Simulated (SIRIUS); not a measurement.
**Au: equation of state with PBEsol**

The system is Au.

```
Au
1.0
    -1.65727    1.65727    1.65727
     1.65727   -1.65727    1.65727
     1.65727    1.65727   -1.65727
Au
1
Cartesian
  0.0000 0.0000 0.0000
```

This isn't the form of Au at room conditions, which is fcc.

* Program: SIRIUS 7.10.0
* Task: equation of state
* Functional: PBEsol
* Potentials or basis: PseudoDojo 0.4.1 PBEsol standard (scalar relativistic)
* Cutoff: 1054 eV
* Density cutoff: 4214 eV
* k mesh: 11 × 11 × 11
* Occupations: fermi-dirac, width 0.05 eV
* Spin: no spin polarisation

The equilibrium volume is 17.05 Å³/atom (rough: see the caveat) and the bulk modulus is 168 GPa (rough).

Energy against volume, from the lowest point:
```csv
volume (Å³/atom),energy (meV/atom)
17.115,0.00
17.479,5.32
17.843,17.56
18.207,35.77
18.571,59.14
18.935,86.96
19.299,118.62
```

All runs of the series together: 3.3 min on 1 thread of Arm Neoverse V1, on a shared host.

Caveat: the minimum lies outside the volumes run. Spin-orbit coupling is left out, which matters for the levels of Au.
